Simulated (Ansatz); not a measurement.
# Pb (Im-3m) in Ansatz: further runs

Runs on Pb. Level: PBEsol. Tasks: single point.

All numbers are computed with Ansatz 0.2.0; they aren't measurements. Logs are shortened: lines on timing, memory, paths and dates and some standing lists are left out, and cuts for length are marked.

## 1. Starting point

It takes space group Im-3m (No. 229, cubic). Conventional cell: a = 3.959 Å, b = 3.959 Å, c = 3.959 Å, α = 90.00°, β = 90.00°, γ = 90.00°. Pb (site symmetry m-3m) has 8 Pb at 3.43 Å as nearest neighbours.

This isn't the form of Pb at room conditions, which is fcc.

## 2. Single point, PBEsol, 29.17 Å³/atom (volume scaled by 0.94)

input.yaml reads:

```yaml
crystal:
  lattice:
    - [-1.9392470115, 1.9392470115, 1.9392470115]
    - [1.9392470115, -1.9392470115, 1.9392470115]
    - [1.9392470115, 1.9392470115, -1.9392470115]
  atoms:
    - { symbol: Pb, position: [0.0, 0.0, 0.0] }
kpoints:
  mp_grid: { grid: [9, 9, 9] }
scf:
  occupations: { method: fermi_dirac, width: 0.05 }
hamiltonian:
  xc: pbesol
  pseudopotentials: { kind: all_electron, lapw: { basis_error: 0.0005 } }
output:
  forces: true
  stress: true
  eigenvalues: true
```

Potentials or basis: all-electron LAPW, scalar-relativistic.

On the command line:

```sh
ansatz run input.yaml --threads 1 --pin off --max-ram 3072MiB --backend cpu --events-out ev --progress --plain --runs-dir out
```

The log of the run:

```text
Warning: RAYON_NUM_THREADS=1 ignored (pool sized by the plan → 1); use --threads N
LAPW: plane waves up to 6.974 Å⁻¹, error target 5.0e-4 eV per atom; small_component_spin mean_spin; Pb in spheres of 1.679 Å, 36 of its electrons in bands, Dirac shells [] (how accurate: hamiltonian.pseudopotentials.lapw.basis_error, Limitations)
Engine: ansatz 0.2.0, aarch64-unknown-linux-gnu
Pseudopotentials: kind: all_electron
Pseudopotential: Pb, LAPW, valence charge 36, lapw/all_electron/scalar/gaussian/Pb, Koelling and Harmon's equation, gaussian nucleus
Functional definition: PBEsol
  exchange = pbesol_x
  correlation = pbesol_c
Crystal: 1 atoms, lattice volume = 29.172 Å³
Basis set: ecut = 185.3191357004859 eV, 177 PW (Γ), exchange–correlation at level 2
Bands: 22, of which v1, the nominal top of the filled ones, is band 18 counted from 1 (17 counted from 0)
Symmetry: 48 space group operations
Space group: Im-3m (ITA 229), of the structure as read, at distance tolerance 3.1e-5 Å
k-points: 35 of 729
Non-local potential: Pb, projectors of the file, none
Initial density: superposition of atomic densities (chi_scale 0.1, normalization cell)
Initial wavefunctions: plane waves of lowest kinetic energy (no species holds an atomic orbital)
Functional: x = pbesol(κ = 0.804, μ = 0.12345679012345678), c = pbesol(β = 0.046)
iter 1 solved again at ethr=9.84e-6 eV; its pass at ethr=1.00e-1 eV (dr2=3.54e-3 eV) is discarded
SCF iter   1: F=—  HF=-567915.127821 eV  |F-HF|=—  |Δ(HF+E_count)|=         —  Δρ=4.16e-3  dr2=3.59e-3  ethr=9.84e-6  ⟨swp⟩=3.8  Hψ=5177  notcnv=0
preconditioner: auto → none  [insulator: Δε(μ)=0.142 eV  Ē_g=20.011 eV  σ=0.050 eV  W_gap=0.60  n_scr=12 (ndim 8)  ℏωp=25.7 eV  f_vac=0.000  D(μ)=0.41/eV (n_scr^D=0)  ε∞_Penn≈2.7]
SCF iter   2: F=—  HF=-567915.111812 eV  |F-HF|=—  |Δ(HF+E_count)|=   1.60e-2  Δρ=1.64e-3  dr2=4.94e-4  ethr=9.84e-6  ⟨swp⟩=2.0  Hψ=2283  notcnv=0
SCF iter   3: F=—  HF=-567915.110983 eV  |F-HF|=—  |Δ(HF+E_count)|=   8.29e-4  Δρ=6.90e-4  dr2=8.47e-5  ethr=1.37e-6  ⟨swp⟩=2.0  Hψ=2280  notcnv=0
iter 4 solved again at ethr=9.63e-9 eV; its pass at ethr=2.35e-7 eV (dr2=3.47e-6 eV) is discarded
SCF iter   4: F=—  HF=-567915.110910 eV  |F-HF|=—  |Δ(HF+E_count)|=   7.31e-5  Δρ=1.44e-4  dr2=3.47e-6  ethr=9.63e-9  ⟨swp⟩=2.0  Hψ=3860  notcnv=0
SCF iter   5: F=—  HF=-567915.110912 eV  |F-HF|=—  |Δ(HF+E_count)|=   2.29e-6  Δρ=2.56e-5  dr2=1.22e-7  ethr=9.63e-9  ⟨swp⟩=2.0  Hψ=2280  notcnv=0
SCF iter   6: F=-567915.110913 eV  HF=-567915.110913 eV  |F-HF|=4.66e-10  |Δ(HF+E_count)|=   1.22e-7  Δρ=4.35e-7  dr2=3.36e-11  ethr=3.40e-10  ⟨swp⟩=2.1  Hψ=2283  notcnv=0
SCF 1 converged in 6 iterations: F = -567915.110913 eV  dr2 = 3.36e-11
SCF converged after 6 iterations
Free energy (F): -567915.110913 eV
Harris-Foulkes:  -567915.110913 eV  (|F-HF|=4.66e-10)
Internal energy: -567915.106978 eV  (E = F + TS)
E sigma→0 (E₀):  -567915.108945 eV
Entropy (-TS):   -0.003934 eV (-3.934 meV/atom)
Fermi energy:    16.287684 eV
--- Per-component energies (eV) ---
  E_band       = -2175.148535
  E_kinetic    = 654732.166772
  E_xc         = -10427.943174
  E_electrostatic = -1212219.330576  (all electrons and nuclei)
  E_smearing   = -0.003934  (= −TS)
  E_closure    = 0.000000  (closes the sum)
  E_atoms      = -567911.178656  (free atoms, spherical and without spin; not in F)
  Σ components = -567915.110913   (vs F -567915.110913, Δ=0.00e0)
  Basis errors (estimates in eV, not in F): energy 1.2e-4 per atom: plane waves 1.2e-4 (5.9e-5 summed), levels above the bands 4.2e-92, relativity 3.0e-9, radial functions 1.5e-6, core shells 4.3e-9; eigenvalues (radial functions only) 2.8e-5; not estimated: angular momenta, meshes, grids; target (lapw.basis_error) 5.0e-4; muffin-tin radii Pb 1.679 Å
--- Forces (eV/Å), atoms counted from 1 ---
  atom   1  Pb     0.00000000    -0.00000000     0.00000000
  max |Σ_I F_I| component: 1.64e-32 eV/Å
--- Stress (GPa, compression-positive) ---
        0.826953       0.000000       0.000000
        0.000000       0.826953       0.000000
        0.000000       0.000000       0.826953
  P = ⅓ Tr σ = 0.8270 GPa (8.270 kbar)
--- Band table (eV; the first three rows and the last of 35) ---
  k-point 0: bands = ["-123.4061", "-112.4560", "-112.4559", "-112.4559", "-112.4559", "-112.4558", "-112.4558", "-112.4558", "-65.1870", "-65.1870", "-65.1870", "-0.8601", "-0.8601", "-0.8601", "-0.5899", "-0.5899", "4.2171", "24.2459", "24.2459", "24.2459", "27.3895", "27.3895"]
  k-point 1: bands = ["-123.4060", "-112.4560", "-112.4559", "-112.4559", "-112.4559", "-112.4558", "-112.4558", "-112.4558", "-65.1875", "-65.1872", "-65.1869", "-0.8716", "-0.8474", "-0.8114", "-0.6023", "-0.5909", "4.4793", "21.9177", "23.4076", "23.8587", "26.2537", "26.9074"]
  k-point 2: bands = ["-123.4060", "-112.4560", "-112.4559", "-112.4559", "-112.4559", "-112.4558", "-112.4558", "-112.4558", "-65.1888", "-65.1877", "-65.1869", "-0.9005", "-0.8292", "-0.6853", "-0.6241", "-0.5931", "5.2670", "18.3115", "21.8976", "22.9351", "25.1198", "26.1931"]
  k-point 34: bands = ["-123.4059", "-112.4560", "-112.4559", "-112.4559", "-112.4559", "-112.4558", "-112.4558", "-112.4558", "-65.1907", "-65.1906", "-65.1906", "-0.9179", "-0.9075", "-0.4821", "-0.4821", "-0.4770", "10.9066", "15.7371", "15.9877", "15.9877", "20.9498", "21.6517"]
```

Wall time 3.2 s (1 thread of Arm Neoverse V2, shared host); peak memory 0.24 GiB.

What came out:

| Quantity | Value |
| --- | --- |
| Free energy | -567915.1109 eV |
| Pressure | 0.8 GPa |
| Band gap on the k mesh | none (metal or under the smearing width) |

## 3. Single point, PBEsol, 29.79 Å³/atom (volume scaled by 0.96)

Edit input.yaml of step 2 so:

```diff
@@ -2,5 +2,5 @@
   lattice:
-    - [-1.9392470115, 1.9392470115, 1.9392470115]
-    - [1.9392470115, -1.9392470115, 1.9392470115]
-    - [1.9392470115, 1.9392470115, -1.9392470115]
+    - [-1.9529041306, 1.9529041306, 1.9529041306]
+    - [1.9529041306, -1.9529041306, 1.9529041306]
+    - [1.9529041306, 1.9529041306, -1.9529041306]
   atoms:
```

Potentials or basis: all-electron LAPW, scalar-relativistic.

On the command line:

```sh
ansatz run input.yaml --threads 1 --pin off --max-ram 3072MiB --backend cpu --events-out ev --progress --plain --runs-dir out
```

It took 3.1 s on 1 thread of Arm Neoverse V2, shared host; peak memory 0.24 GiB.

The run converged. Its results:

```
Free energy            : -567915.1120 eV
Pressure               : -0.2 GPa
Band gap on the k mesh : none (metal or under the smearing width)
```

## 4. Single point, PBEsol, 30.41 Å³/atom (volume scaled by 0.98)

Edit input.yaml of step 3 so:

```diff
@@ -2,5 +2,5 @@
   lattice:
-    - [-1.9529041306, 1.9529041306, 1.9529041306]
-    - [1.9529041306, -1.9529041306, 1.9529041306]
-    - [1.9529041306, 1.9529041306, -1.9529041306]
+    - [-1.9663728605, 1.9663728605, 1.9663728605]
+    - [1.9663728605, -1.9663728605, 1.9663728605]
+    - [1.9663728605, 1.9663728605, -1.9663728605]
   atoms:
```

On the command line:

```sh
ansatz run input.yaml --threads 1 --pin off --max-ram 3072MiB --backend cpu --events-out ev --progress --plain --runs-dir out
```

Wall time 3.2 s (1 thread of Arm Neoverse V2, shared host); peak memory 0.24 GiB.

It converged, with:

| Quantity | Value |
| --- | --- |
| Free energy | -567915.1094 eV |
| Pressure | -1.1 GPa |
| Band gap on the k mesh | none (metal or under the smearing width) |

## 5. Single point, PBEsol, 31.03 Å³/atom

Edit input.yaml of step 4 so:

```diff
@@ -2,5 +2,5 @@
   lattice:
-    - [-1.9663728605, 1.9663728605, 1.9663728605]
-    - [1.9663728605, -1.9663728605, 1.9663728605]
-    - [1.9663728605, 1.9663728605, -1.9663728605]
+    - [-1.9796595667, 1.9796595667, 1.9796595667]
+    - [1.9796595667, -1.9796595667, 1.9796595667]
+    - [1.9796595667, 1.9796595667, -1.9796595667]
   atoms:
```

On the command line:

```sh
ansatz run input.yaml --threads 1 --pin off --max-ram 3072MiB --backend cpu --events-out ev --progress --plain --runs-dir out
```

It took 3.1 s on 1 thread of Arm Neoverse V2, shared host; peak memory 0.24 GiB.

The run converged. Its results:

```yaml
Free_energy: -567915.1033 eV
Pressure: -2.0 GPa
Band_gap_on_the_k_mesh: none (metal or under the smearing width)
```

## 6. Single point, PBEsol, 31.65 Å³/atom (volume scaled by 1.02)

Edit input.yaml of step 5 so:

```diff
@@ -2,5 +2,5 @@
   lattice:
-    - [-1.9796595667, 1.9796595667, 1.9796595667]
-    - [1.9796595667, -1.9796595667, 1.9796595667]
-    - [1.9796595667, 1.9796595667, -1.9796595667]
+    - [-1.992770277, 1.992770277, 1.992770277]
+    - [1.992770277, -1.992770277, 1.992770277]
+    - [1.992770277, 1.992770277, -1.992770277]
   atoms:
```

Potentials or basis: all-electron LAPW, scalar-relativistic.

On the command line:

```sh
ansatz run input.yaml --threads 1 --pin off --max-ram 3072MiB --backend cpu --events-out ev --progress --plain --runs-dir out
```

Wall time 3.2 s (1 thread of Arm Neoverse V2, shared host); peak memory 0.24 GiB.

Results (log left out):

```
Free energy            : -567915.0944 eV
Pressure               : -2.6 GPa
Band gap on the k mesh : none (metal or under the smearing width)
```

## 7. Single point, PBEsol, 32.27 Å³/atom (volume scaled by 1.04)

Edit input.yaml of step 6 so:

```diff
@@ -2,5 +2,5 @@
   lattice:
-    - [-1.992770277, 1.992770277, 1.992770277]
-    - [1.992770277, -1.992770277, 1.992770277]
-    - [1.992770277, 1.992770277, -1.992770277]
+    - [-2.0057107064, 2.0057107064, 2.0057107064]
+    - [2.0057107064, -2.0057107064, 2.0057107064]
+    - [2.0057107064, 2.0057107064, -2.0057107064]
   atoms:
```

On the command line:

```sh
ansatz run input.yaml --threads 1 --pin off --max-ram 3072MiB --backend cpu --events-out ev --progress --plain --runs-dir out
```

Wall time 2.9 s (1 thread of Arm Neoverse V2, shared host); peak memory 0.23 GiB.

Results (log left out):

| Quantity | Value |
| --- | --- |
| Free energy | -567915.0830 eV |
| Pressure | -3.2 GPa |
| Band gap on the k mesh | none (metal or under the smearing width) |

## 8. Single point, PBEsol, 32.90 Å³/atom (volume scaled by 1.06)

Edit input.yaml of step 7 so:

```diff
@@ -2,5 +2,5 @@
   lattice:
-    - [-2.0057107064, 2.0057107064, 2.0057107064]
-    - [2.0057107064, -2.0057107064, 2.0057107064]
-    - [2.0057107064, 2.0057107064, -2.0057107064]
+    - [-2.0184862782, 2.0184862782, 2.0184862782]
+    - [2.0184862782, -2.0184862782, 2.0184862782]
+    - [2.0184862782, 2.0184862782, -2.0184862782]
   atoms:
```

On the command line:

```sh
ansatz run input.yaml --threads 1 --pin off --max-ram 3072MiB --backend cpu --events-out ev --progress --plain --runs-dir out
```

Wall time 2.9 s (1 thread of Arm Neoverse V2, shared host); peak memory 0.23 GiB.

The run converged. Its results:

```yaml
Free_energy: -567915.0694 eV
Pressure: -3.8 GPa
Band_gap_on_the_k_mesh: none (metal or under the smearing width)
```

## 9. The reference run

An earlier run on the cell as given: functional PBEsol; potentials or basis all-electron LAPW, scalar-relativistic; cutoff 163 eV (chosen from the basis error); basis error allowed 0.001 eV/atom; k mesh 9 × 9 × 9; occupations fermi-dirac, width 0.05 eV; no spin polarisation.

- Pressure: -2.0 GPa
- Band gap on the k mesh: none (metal or under the smearing width)
